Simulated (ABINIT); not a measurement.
Crystal: BaTiO3.

```
Ba Ti O
1.0
     3.99980    0.00000    0.00000
     0.00000    3.99980    0.00000
     0.00000    0.00000    4.01800
Ba Ti O
1 1 3
Direct
  0.00000 0.00000 0.00000
  0.50000 0.50000 0.49000
  0.00000 0.50000 0.51700
  0.50000 0.00000 0.51700
  0.50000 0.50000 0.01900
```

```yaml
Program: ABINIT 10.8.3 (patched build)
Task: relaxation of cell and atoms
Functional: PBEsol
Potentials_or_basis: JTH PAW PBE v2.0
Cutoff: 626 eV
k_mesh: 5 × 5 × 5
Occupations: fermi-dirac, width 0.05 eV
Spin: no spin polarisation
```

At the start: pressure -2.3 GPa; volume 12.86 Å³/atom.

**Question.** Where does the relaxation end?

**Answer.** Over 18 steps the energy falls by 3.0 meV/atom and the volume is 12.79 Å³/atom (-0.5 %); space group P4mm (No. 99, to 0.05 Å).

The path:
| step | energy change (eV) | largest force (eV/Å) | pressure (GPa) | volume (Å³) |
| --- | --- | --- | --- | --- |
| 1 | 0.0000 | 0.3232 | -2.30 | 64.28 |
| 2 | -0.0064 | 0.2489 | -1.03 | 63.83 |
| 3 | -0.0096 | 0.1443 | 0.40 | 63.36 |
| 4 | -0.0103 | 0.1183 | 0.52 | 63.35 |
| 5 | -0.0132 | 0.0735 | 0.51 | 63.51 |
| 6 | -0.0137 | 0.0758 | 0.20 | 63.67 |
| 7 | -0.0140 | 0.0697 | -0.08 | 63.81 |
| 8 | -0.0143 | 0.0516 | -0.25 | 63.91 |
| 9 | -0.0147 | 0.0557 | -0.30 | 63.99 |
| 10 | -0.0149 | 0.0506 | -0.18 | 63.98 |
| 11 | -0.0150 | 0.0397 | -0.02 | 63.91 |
| 12 | -0.0151 | 0.0301 | 0.08 | 63.88 |
| 13 | -0.0152 | 0.0185 | 0.11 | 63.87 |
| 14 | -0.0152 | 0.0132 | 0.07 | 63.90 |
| 15 | -0.0152 | 0.0102 | 0.01 | 63.93 |
| 16 | -0.0152 | 0.0062 | -0.01 | 63.94 |
| 17 | -0.0152 | 0.0022 | -0.02 | 63.94 |
| 18 | -0.0152 | 0.0004 | -0.01 | 63.94 |

Final structure:
```
Ba Ti O
1.0
     3.96589    0.00000    0.00000
     0.00000    3.96589    0.00000
     0.00000    0.00000    4.06522
Ba Ti O
1 1 3
Direct
  0.00000 0.00000 0.99813
  0.50000 0.50000 0.48191
  0.00000 0.50000 0.51698
  0.50000 0.00000 0.51698
  0.50000 0.50000 0.02899
```

Caveat: this set's barium file shifts pressures by 1.5 GPa and gaps by 0.1 eV against other sets; the PAW data sets were made with another functional, which shifts forces and pressure a little; the atomic spheres overlap.
